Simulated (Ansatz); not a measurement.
Molecular dynamics of Ba5Ti4O12

Input file:

```yaml
crystal:
  lattice:
    - [6.932723, 0.0, 0.0]
    - [0.0, 5.6946, 0.0]
    - [0.0, 0.0, 18.724816]
  atoms:
    - { symbol: Ba, position: [0.0, 0.0, 0.0534051] }
    - { symbol: Ti, position: [0.5, 0.983, 0.0534051] }
    - { symbol: O, position: [0.68738325, 0.01447699, 0.11410545] }
    - { symbol: O, position: [0.98521632, 0.74263304, 0.18140952] }
    - { symbol: O, position: [0.3365973, 0.75157, 0.0958677] }
    - { symbol: Ba, position: [0.65687721, 0.50541507, 0.14105371] }
    - { symbol: Ti, position: [0.1508465, 0.49230176, 0.12826766] }
    - { symbol: O, position: [0.0, 0.511, 0.0534051] }
    - { symbol: O, position: [0.3284238, 0.25157, 0.0979917] }
    - { symbol: O, position: [-0.00513981, 0.24319408, 0.17768151] }
    - { symbol: Ba, position: [0.33446689, 0.00968611, 0.22435627] }
    - { symbol: Ti, position: [0.85727673, 0.98508554, 0.23039136] }
    - { symbol: O, position: [1.00647196, -0.02889257, 0.30406071] }
    - { symbol: O, position: [0.73860139, 0.42736312, 0.38717065] }
    - { symbol: O, position: [0.67692663, 0.76292173, 0.27001887] }
    - { symbol: Ba, position: [1.04110147, 0.4639679, 0.30469798] }
    - { symbol: Ti, position: [0.56438859, 0.49428304, 0.31238951] }
    - { symbol: O, position: [0.34942139, 0.50445243, 0.21935389] }
    - { symbol: O, position: [0.67193028, 0.25501121, 0.2618295] }
    - { symbol: O, position: [0.3657413, 0.50402795, 0.377455] }
    - { symbol: Ba, position: [0.53874785, 0.38958793, 0.48214907] }
basis:
  ecutwfc: 420.0
kpoints:
  mp_grid: { grid: [1, 2, 1] }
hamiltonian:
  xc: pbesol
  pseudopotentials: { kind: paw, azcp: { folder: soft_1 } }
scf:
  occupations: { method: fermi_dirac, width: 0.02 }
  lower_state_search: "off"
  max_iter: 52
md:
  timestep: 3
  n_steps: 60
  ensemble: nve
  temperature: 750.0
  initial_velocities: maxwell_boltzmann
  seed: 81589
  constraints: [{ sites: [0, 1, 4, 7, 8] }]
```

Launched with:

```bash
$ ansatz run input.yaml --threads 1 --pin off --max-ram 3072MiB --backend cpu --events-out ev --progress --plain --runs-dir out
```

It goes on from the last frame of an earlier run, with new velocities.

Output, in part (step lines):

```
md step     0: t =     0.00 fs  T =   750.0 K  F+E_penalty+E_count = -45965.88773644 eV  E_kin = 1.551120 eV  conserved = -45964.33661645 eV  (33 SCF iters)
md step     1: t =     3.00 fs  T =   710.1 K  F+E_penalty+E_count = -45965.80287504 eV  E_kin = 1.468633 eV  conserved = -45964.33424241 eV  (21 SCF iters)
md step     2: t =     6.00 fs  T =   634.3 K  F+E_penalty+E_count = -45965.64213551 eV  E_kin = 1.311752 eV  conserved = -45964.33038390 eV  (21 SCF iters)
md step     3: t =     9.00 fs  T =   550.3 K  F+E_penalty+E_count = -45965.46466570 eV  E_kin = 1.138010 eV  conserved = -45964.32665521 eV  (19 SCF iters)
md step     4: t =    12.00 fs  T =   486.0 K  F+E_penalty+E_count = -45965.32916756 eV  E_kin = 1.005072 eV  conserved = -45964.32409507 eV  (16 SCF iters)
md step     5: t =    15.00 fs  T =   460.7 K  F+E_penalty+E_count = -45965.27619343 eV  E_kin = 0.952740 eV  conserved = -45964.32345371 eV  (14 SCF iters)
md step     6: t =    18.00 fs  T =   478.9 K  F+E_penalty+E_count = -45965.31573675 eV  E_kin = 0.990485 eV  conserved = -45964.32525142 eV  (11 SCF iters)
md step     7: t =    21.00 fs  T =   527.3 K  F+E_penalty+E_count = -45965.41993868 eV  E_kin = 1.090604 eV  conserved = -45964.32933480 eV  (13 SCF iters)
md step     8: t =    24.00 fs  T =   577.4 K  F+E_penalty+E_count = -45965.52797919 eV  E_kin = 1.194055 eV  conserved = -45964.33392380 eV  (11 SCF iters)
md step     9: t =    27.00 fs  T =   599.9 K  F+E_penalty+E_count = -45965.57603728 eV  E_kin = 1.240652 eV  conserved = -45964.33538563 eV  (12 SCF iters)
md step    10: t =    30.00 fs  T =   588.8 K  F+E_penalty+E_count = -45965.54968993 eV  E_kin = 1.217678 eV  conserved = -45964.33201169 eV  (17 SCF iters)
md step    11: t =    33.00 fs  T =   566.7 K  F+E_penalty+E_count = -45965.50110461 eV  E_kin = 1.172114 eV  conserved = -45964.32899084 eV  (11 SCF iters)
md step    12: t =    36.00 fs  T =   553.3 K  F+E_penalty+E_count = -45965.47513110 eV  E_kin = 1.144295 eV  conserved = -45964.33083608 eV  (11 SCF iters)
md step    13: t =    39.00 fs  T =   540.3 K  F+E_penalty+E_count = -45965.45020482 eV  E_kin = 1.117523 eV  conserved = -45964.33268197 eV  (11 SCF iters)
md step    14: t =    42.00 fs  T =   517.0 K  F+E_penalty+E_count = -45965.39990458 eV  E_kin = 1.069310 eV  conserved = -45964.33059416 eV  (8 SCF iters)
md step    15: t =    45.00 fs  T =   494.1 K  F+E_penalty+E_count = -45965.34934092 eV  E_kin = 1.021972 eV  conserved = -45964.32736869 eV  (10 SCF iters)
md step    16: t =    48.00 fs  T =   491.5 K  F+E_penalty+E_count = -45965.34261380 eV  E_kin = 1.016529 eV  conserved = -45964.32608472 eV  (10 SCF iters)
md step    17: t =    51.00 fs  T =   518.2 K  F+E_penalty+E_count = -45965.39857178 eV  E_kin = 1.071793 eV  conserved = -45964.32677898 eV  (10 SCF iters)
md step    18: t =    54.00 fs  T =   569.8 K  F+E_penalty+E_count = -45965.50660269 eV  E_kin = 1.178370 eV  conserved = -45964.32823306 eV  (10 SCF iters)
md step    19: t =    57.00 fs  T =   634.7 K  F+E_penalty+E_count = -45965.64262311 eV  E_kin = 1.312690 eV  conserved = -45964.32993355 eV  (8 SCF iters)
md step    20: t =    60.00 fs  T =   698.8 K  F+E_penalty+E_count = -45965.77743699 eV  E_kin = 1.445267 eV  conserved = -45964.33216965 eV  (18 SCF iters)
md step    21: t =    63.00 fs  T =   744.5 K  F+E_penalty+E_count = -45965.87463017 eV  E_kin = 1.539687 eV  conserved = -45964.33494314 eV  (11 SCF iters)
md step    22: t =    66.00 fs  T =   752.8 K  F+E_penalty+E_count = -45965.89355979 eV  E_kin = 1.556884 eV  conserved = -45964.33667564 eV  (11 SCF iters)
md step    23: t =    69.00 fs  T =   716.0 K  F+E_penalty+E_count = -45965.81522637 eV  E_kin = 1.480895 eV  conserved = -45964.33433123 eV  (10 SCF iters)
md step    24: t =    72.00 fs  T =   655.4 K  F+E_penalty+E_count = -45965.68336136 eV  E_kin = 1.355447 eV  conserved = -45964.32791438 eV  (11 SCF iters)
md step    25: t =    75.00 fs  T =   614.5 K  F+E_penalty+E_count = -45965.59518335 eV  E_kin = 1.270784 eV  conserved = -45964.32439889 eV  (13 SCF iters)
md step    26: t =    78.00 fs  T =   615.9 K  F+E_penalty+E_count = -45965.60197336 eV  E_kin = 1.273805 eV  conserved = -45964.32816868 eV  (13 SCF iters)
md step    27: t =    81.00 fs  T =   636.5 K  F+E_penalty+E_count = -45965.65003815 eV  E_kin = 1.316441 eV  conserved = -45964.33359749 eV  (13 SCF iters)
md step    28: t =    84.00 fs  T =   638.2 K  F+E_penalty+E_count = -45965.65524738 eV  E_kin = 1.319869 eV  conserved = -45964.33537867 eV  (14 SCF iters)
md step    29: t =    87.00 fs  T =   604.4 K  F+E_penalty+E_count = -45965.58349667 eV  E_kin = 1.249928 eV  conserved = -45964.33356861 eV  (12 SCF iters)
md step    30: t =    90.00 fs  T =   545.3 K  F+E_penalty+E_count = -45965.45773559 eV  E_kin = 1.127782 eV  conserved = -45964.32995397 eV  (20 SCF iters)
md step    31: t =    93.00 fs  T =   486.4 K  F+E_penalty+E_count = -45965.33210876 eV  E_kin = 1.005882 eV  conserved = -45964.32622667 eV  (12 SCF iters)
md step    32: t =    96.00 fs  T =   454.7 K  F+E_penalty+E_count = -45965.26422282 eV  E_kin = 0.940468 eV  conserved = -45964.32375468 eV  (13 SCF iters)
md step    33: t =    99.00 fs  T =   468.4 K  F+E_penalty+E_count = -45965.29226583 eV  E_kin = 0.968790 eV  conserved = -45964.32347565 eV  (13 SCF iters)
md step    34: t =   102.00 fs  T =   528.9 K  F+E_penalty+E_count = -45965.41955330 eV  E_kin = 1.093793 eV  conserved = -45964.32576059 eV  (11 SCF iters)
md step    35: t =   105.00 fs  T =   618.5 K  F+E_penalty+E_count = -45965.60927926 eV  E_kin = 1.279212 eV  conserved = -45964.33006745 eV  (13 SCF iters)
md step    36: t =   108.00 fs  T =   705.8 K  F+E_penalty+E_count = -45965.79444860 eV  E_kin = 1.459802 eV  conserved = -45964.33464610 eV  (11 SCF iters)
md step    37: t =   111.00 fs  T =   759.2 K  F+E_penalty+E_count = -45965.90683451 eV  E_kin = 1.570177 eV  conserved = -45964.33665755 eV  (12 SCF iters)
md step    38: t =   114.00 fs  T =   767.2 K  F+E_penalty+E_count = -45965.92063054 eV  E_kin = 1.586721 eV  conserved = -45964.33390952 eV  (12 SCF iters)
md step    39: t =   117.00 fs  T =   749.9 K  F+E_penalty+E_count = -45965.88007202 eV  E_kin = 1.550890 eV  conserved = -45964.32918190 eV  (13 SCF iters)
md step    40: t =   120.00 fs  T =   737.3 K  F+E_penalty+E_count = -45965.85394710 eV  E_kin = 1.524855 eV  conserved = -45964.32909185 eV  (22 SCF iters)
md step    41: t =   123.00 fs  T =   731.2 K  F+E_penalty+E_count = -45965.84534583 eV  E_kin = 1.512204 eV  conserved = -45964.33314224 eV  (11 SCF iters)
md step    42: t =   126.00 fs  T =   707.4 K  F+E_penalty+E_count = -45965.79767754 eV  E_kin = 1.463077 eV  conserved = -45964.33460076 eV  (12 SCF iters)
md step    43: t =   129.00 fs  T =   654.4 K  F+E_penalty+E_count = -45965.68530178 eV  E_kin = 1.353383 eV  conserved = -45964.33191859 eV  (13 SCF iters)
md step    44: t =   132.00 fs  T =   586.7 K  F+E_penalty+E_count = -45965.54178898 eV  E_kin = 1.213464 eV  conserved = -45964.32832502 eV  (11 SCF iters)
md step    45: t =   135.00 fs  T =   528.1 K  F+E_penalty+E_count = -45965.41837574 eV  E_kin = 1.092240 eV  conserved = -45964.32613608 eV  (12 SCF iters)
md step    46: t =   138.00 fs  T =   494.6 K  F+E_penalty+E_count = -45965.34840547 eV  E_kin = 1.022863 eV  conserved = -45964.32554218 eV  (11 SCF iters)
md step    47: t =   141.00 fs  T =   491.0 K  F+E_penalty+E_count = -45965.34142815 eV  E_kin = 1.015468 eV  conserved = -45964.32596007 eV  (9 SCF iters)
md step    48: t =   144.00 fs  T =   514.2 K  F+E_penalty+E_count = -45965.39052681 eV  E_kin = 1.063471 eV  conserved = -45964.32705622 eV  (12 SCF iters)
md step    49: t =   147.00 fs  T =   555.4 K  F+E_penalty+E_count = -45965.47754380 eV  E_kin = 1.148695 eV  conserved = -45964.32884912 eV  (11 SCF iters)
md step    50: t =   150.00 fs  T =   600.9 K  F+E_penalty+E_count = -45965.57389860 eV  E_kin = 1.242707 eV  conserved = -45964.33119118 eV  (17 SCF iters)
md step    51: t =   153.00 fs  T =   634.1 K  F+E_penalty+E_count = -45965.64439047 eV  E_kin = 1.311318 eV  conserved = -45964.33307271 eV  (9 SCF iters)
md step    52: t =   156.00 fs  T =   643.3 K  F+E_penalty+E_count = -45965.66323436 eV  E_kin = 1.330401 eV  conserved = -45964.33283359 eV  (11 SCF iters)
md step    53: t =   159.00 fs  T =   631.4 K  F+E_penalty+E_count = -45965.63637141 eV  E_kin = 1.305780 eV  conserved = -45964.33059121 eV  (11 SCF iters)
md step    54: t =   162.00 fs  T =   612.4 K  F+E_penalty+E_count = -45965.59613465 eV  E_kin = 1.266608 eV  conserved = -45964.32952708 eV  (9 SCF iters)
md step    55: t =   165.00 fs  T =   593.0 K  F+E_penalty+E_count = -45965.55734674 eV  E_kin = 1.226477 eV  conserved = -45964.33087007 eV  (12 SCF iters)
md step    56: t =   168.00 fs  T =   565.9 K  F+E_penalty+E_count = -45965.50175288 eV  E_kin = 1.170270 eV  conserved = -45964.33148312 eV  (13 SCF iters)
md step    57: t =   171.00 fs  T =   527.0 K  F+E_penalty+E_count = -45965.41964285 eV  E_kin = 1.089890 eV  conserved = -45964.32975301 eV  (14 SCF iters)
md step    58: t =   174.00 fs  T =   486.8 K  F+E_penalty+E_count = -45965.33424491 eV  E_kin = 1.006839 eV  conserved = -45964.32740549 eV  (14 SCF iters)
md step    59: t =   177.00 fs  T =   460.8 K  F+E_penalty+E_count = -45965.27939393 eV  E_kin = 0.953105 eV  conserved = -45964.32628917 eV  (12 SCF iters)
md step    60: t =   180.00 fs  T =   456.9 K  F+E_penalty+E_count = -45965.27172137 eV  E_kin = 0.944954 eV  conserved = -45964.32676744 eV  (17 SCF iters)
```

All steps were run. The conserved energy stayed within 0.63 meV per atom of its start (net change 0.47 meV per atom), so the integration is sound. A run of 0.18 ps of so small a system gives no equilibrium averages. Limits of this set-up: coarse k mesh, thin slab, slab without dipole correction, PAW files made for another functional.

Mean squared displacements from the first frame to the last: Ba 0.15 Å², Ti 0.03 Å², O 0.16 Å².

Last frame:

```xyz
21
Lattice="6.9327 0.0000 0.0000 0.0000 5.6946 0.0000 0.0000 0.0000 18.7248" Properties=species:S:1:pos:R:3
Ba 0.000 0.000 1.000
Ti 3.466 5.598 1.000
O 4.731 0.123 2.086
O 6.817 4.253 3.235
O 2.333 4.280 1.795
Ba 4.621 2.706 2.534
Ti 1.009 2.833 2.460
O 0.000 2.910 1.000
O 2.277 1.433 1.835
O -0.119 1.485 3.278
Ba 2.278 -0.122 4.177
Ti 5.830 5.691 4.380
O 6.803 0.045 5.885
O 4.532 3.336 7.364
O 4.609 4.260 4.670
Ba 6.984 3.079 6.095
Ti 3.662 2.852 5.679
O 2.287 3.112 4.313
O 4.692 1.585 4.860
O 2.193 2.473 6.947
Ba 3.439 2.628 9.105
```

Time of the run: 13 min on 1 thread of Intel(R) Xeon(R) Platinum 8259CL CPU @ 2.50GHz (Skylake/Cascade Lake) (shared host), peak memory 1.1 GiB.
